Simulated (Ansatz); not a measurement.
# W15S28: the cost of one run

Method: DFT PBE+D3(BJ), scalar-relativistic, plane waves, PAW, in Ansatz 0.2.0.

5 further runs of the same task are left out: 1 that didn't finish, 4 set aside as unsound or not needed. Runs told in other sessions of the task aren't counted.

### 1 The starting structure

Symmetry: P6_3/mmc, No. 194, hexagonal system. The conventional cell has a = 3.154 Å, b = 3.154 Å, c = 12.142 Å, α = 90.00°, β = 90.00°, γ = 120.00°. W (site symmetry -6m2) is surrounded by 6 S at 2.41 Å. S (site symmetry 3m) is surrounded by 3 W at 2.41 Å.

Structure file:

```cif
data_structure
_symmetry_space_group_name_H-M 'P 1'
_symmetry_Int_Tables_number 1
_cell_length_a 3.1541
_cell_length_b 3.1541
_cell_length_c 12.1425
_cell_angle_alpha 90.000
_cell_angle_beta 90.000
_cell_angle_gamma 120.000
_cell_volume 104.61
loop_
_atom_site_label
_atom_site_type_symbol
_atom_site_fract_x
_atom_site_fract_y
_atom_site_fract_z
_atom_site_occupancy
W1 W 0.33333 0.66667 0.75001 1
W2 W 0.66667 0.33333 0.24999 1
S1 S 0.33333 0.66667 0.12030 1
S2 S 0.66667 0.33333 0.62033 1
S3 S 0.33333 0.66667 0.37967 1
S4 S 0.66667 0.33333 0.87970 1
```

It goes back to an entry of the Materials Project.

It is the result of an earlier relaxation at this level (volume 17.44 Å³/atom; gap on the mesh: 0.89 eV).

The host's static dielectric tensor, from an earlier linear-response run, has a mean of 11.67.

The perfect supercell (rows -2 -3 0; 3 1 0; 0 0 1 in vectors of this cell) was computed beforehand with the same settings: E(σ→0) = -170697.2202 eV for 42 atoms, gap 1.23 eV on its own mesh.

### 2 Making the defect

The extra atom is put at (0.000, 0.000, 0.192) of the supercell, the middle of a void of radius 1.95 Å. The other atoms start on their ideal sites. Its neighbours are 3 W at 1.95 Å, 3 S at 2.02 Å.

### 3 Charge state 0

Contents of input.yaml:

```yaml
crystal:
  lattice:
    - [-1.5770488198, -8.1945860457, 0.0]
    - [7.885244099, 2.7315286819, 0.0]
    - [0.0, 0.0, 12.1424799523]
  atoms:
    - { symbol: W, position: [0.4761904762, 0.0952380952, 0.7500135161] }
    - { symbol: W, position: [0.619047619, 0.5238095238, 0.7500135161] }
    - { symbol: W, position: [0.1904761905, 0.2380952381, 0.7500135161] }
    - { symbol: W, position: [0.7619047619, 0.9523809524, 0.7500135161] }
    - { symbol: W, position: [0.3333333333, 0.6666666667, 0.7500135161] }
    - { symbol: W, position: [0.9047619048, 0.380952381, 0.7500135161] }
    - { symbol: W, position: [0.0476190476, 0.8095238095, 0.7500135161] }
    - { symbol: W, position: [0.6666666667, 0.3333333333, 0.2499864839] }
    - { symbol: W, position: [0.8095238095, 0.7619047619, 0.2499864839] }
    - { symbol: W, position: [0.380952381, 0.4761904762, 0.2499864839] }
    - { symbol: W, position: [0.9523809524, 0.1904761905, 0.2499864839] }
    - { symbol: W, position: [0.5238095238, 0.9047619048, 0.2499864839] }
    - { symbol: W, position: [0.0952380952, 0.619047619, 0.2499864839] }
    - { symbol: W, position: [0.2380952381, 0.0476190476, 0.2499864839] }
    - { symbol: S, position: [0.4761904762, 0.0952380952, 0.1203027779] }
    - { symbol: S, position: [0.619047619, 0.5238095238, 0.1203027779] }
    - { symbol: S, position: [0.1904761905, 0.2380952381, 0.1203027779] }
    - { symbol: S, position: [0.7619047619, 0.9523809524, 0.1203027779] }
    - { symbol: S, position: [0.3333333333, 0.6666666667, 0.1203027779] }
    - { symbol: S, position: [0.9047619048, 0.380952381, 0.1203027779] }
    - { symbol: S, position: [0.0476190476, 0.8095238095, 0.1203027779] }
    - { symbol: S, position: [0.6666666667, 0.3333333333, 0.6203295902] }
    - { symbol: S, position: [0.8095238095, 0.7619047619, 0.6203295902] }
    - { symbol: S, position: [0.380952381, 0.4761904762, 0.6203295902] }
    - { symbol: S, position: [0.9523809524, 0.1904761905, 0.6203295902] }
    - { symbol: S, position: [0.5238095238, 0.9047619048, 0.6203295902] }
    - { symbol: S, position: [0.0952380952, 0.619047619, 0.6203295902] }
    - { symbol: S, position: [0.2380952381, 0.0476190476, 0.6203295902] }
    - { symbol: S, position: [0.4761904762, 0.0952380952, 0.3796704098] }
    - { symbol: S, position: [0.619047619, 0.5238095238, 0.3796704098] }
    - { symbol: S, position: [0.1904761905, 0.2380952381, 0.3796704098] }
    - { symbol: S, position: [0.7619047619, 0.9523809524, 0.3796704098] }
    - { symbol: S, position: [0.3333333333, 0.6666666667, 0.3796704098] }
    - { symbol: S, position: [0.9047619048, 0.380952381, 0.3796704098] }
    - { symbol: S, position: [0.0476190476, 0.8095238095, 0.3796704098] }
    - { symbol: S, position: [0.6666666667, 0.3333333333, 0.8796972221] }
    - { symbol: S, position: [0.8095238095, 0.7619047619, 0.8796972221] }
    - { symbol: S, position: [0.380952381, 0.4761904762, 0.8796972221] }
    - { symbol: S, position: [0.9523809524, 0.1904761905, 0.8796972221] }
    - { symbol: S, position: [0.5238095238, 0.9047619048, 0.8796972221] }
    - { symbol: S, position: [0.0952380952, 0.619047619, 0.8796972221] }
    - { symbol: S, position: [0.2380952381, 0.0476190476, 0.8796972221] }
    - { symbol: W, position: [0.0, 0.0, 0.1923076923] }
  host:
    lattice:
      - [3.1540976396, 0.0, 0.0]
      - [-1.5770488198, 2.7315286819, 0.0]
      - [0.0, 0.0, 12.1424799523]
    atoms:
      - { symbol: W, position: [0.3333333333, 0.6666666667, 0.7500135161] }
      - { symbol: W, position: [0.6666666667, 0.3333333333, 0.2499864839] }
      - { symbol: S, position: [0.3333333333, 0.6666666667, 0.1203027779] }
      - { symbol: S, position: [0.6666666667, 0.3333333333, 0.6203295902] }
      - { symbol: S, position: [0.3333333333, 0.6666666667, 0.3796704098] }
      - { symbol: S, position: [0.6666666667, 0.3333333333, 0.8796972221] }
basis:
  ecutwfc: 420
  xc_grid: 2
kpoints:
  mp_grid: { grid: [2, 2, 2], shift: [0.0, 0.0, 0.0] }
hamiltonian:
  xc: pbe
  dispersion: d3bj
scf:
  occupations: { method: gaussian, width: 0.01 }
output:
  forces: true
  stress: false
  eigenvalues: true
  charged_corrections:
    defect_position: [0.0, 0.0, 0.19230769]
    epsilon: [[14.173, 0.0, 0.0], [0.0, 14.173, 0.0], [0.0, 0.0, 6.6586]]
  write_density: true
  write_potential: true
  elf: true
  volumetric_format: npy
relax:
  adjacent_minimum: "off"
  f_tol: 0.025
  max_steps: 45
```

Run with:

```sh
ansatz run input.yaml --threads 4 --pin off --max-ram 10240MiB --backend cpu --events-out ev --progress --plain --runs-dir out
```

**Question.** How long does this run take on 4 threads of Intel Xeon Platinum 8259CL at 2.50GHz (Skylake/Cascade Lake), shared host, and how much memory does it need?

About 7 min, with a peak of 3.2 GiB.
